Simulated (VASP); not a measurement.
Input of a VASP 6.6.1 run:

File INCAR:

```
PREC = Accurate
ENCUT = 500
EDIFF = 1E-6
ISMEAR = 0
SIGMA = 0.02
LREAL = False
LASPH = True
NELM = 100
ALGO = Normal
ISIF = 2
LWAVE = False
LCHARG = True
GGA = PE
LELF = True
LVHAR = True
NBANDS = 16
```

The input KPOINTS:

```
Automatic mesh
0
Gamma
  5 5 4
```

Contents of POSCAR:

```
ZrB2
1.0
    3.1700000000      0.0000000000      0.0000000000
   -1.5850000000      2.7453005300      0.0000000000
    0.0000000000      0.0000000000      3.5330000000
Zr B
1 2
Direct
    0.0000000000      0.0000000000      0.0000000000
    0.6666666667      0.3333333333      0.5000000000
    0.3333333333      0.6666666667      0.5000000000
```

Potentials or basis: VASP PAW PBE potentials, release 64 (Zr_sv_GW, B_GW).

The run is started by

```bash
$ cat potpaw_PBE.64/Zr_sv_GW/POTCAR potpaw_PBE.64/B_GW/POTCAR > POTCAR
$ mpirun -np 1 vasp_std > vasp.out
```

(1) Estimate the band gap on the k mesh.

(2) Estimate the pressure.

## Answers

(1) none (metal or under the smearing width).

(2) 0.3 GPa.

Caveat: the k mesh is coarse (spacing up to 0.46 Å⁻¹), so the values aren't converged.
